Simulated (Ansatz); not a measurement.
# Cohesive energies along group 11 and 12

The calculation used Ansatz, DFT, m-r2SCAN, plane waves (500 eV) with PAW, scalar-relativistic. The PAW files were generated under PBE, with cores re-solved for the functional.

The free atom is spin-polarised, without symmetry, in a box of 14 × 14.4 × 14.8 Å, in the lowest state that the tried spin starts reached (hybrids start from one state alone); no zero-point energy, no spin-orbit coupling, no dispersion.

Q: Rank by cohesive energy per atom, weakest first.
A. zinc (hcp)
B. mercury (alpha-Hg (rhombohedral))
C. gold (fcc)
D. cadmium (hcp)
E. silver (fcc)

A: B (0.46 eV), D (1.07 eV), A (1.47 eV), E (2.97 eV), C (3.52 eV).

m-r²SCAN is r²SCAN on the gauge-invariant kinetic-energy density; without spin polarisation the two are equal.
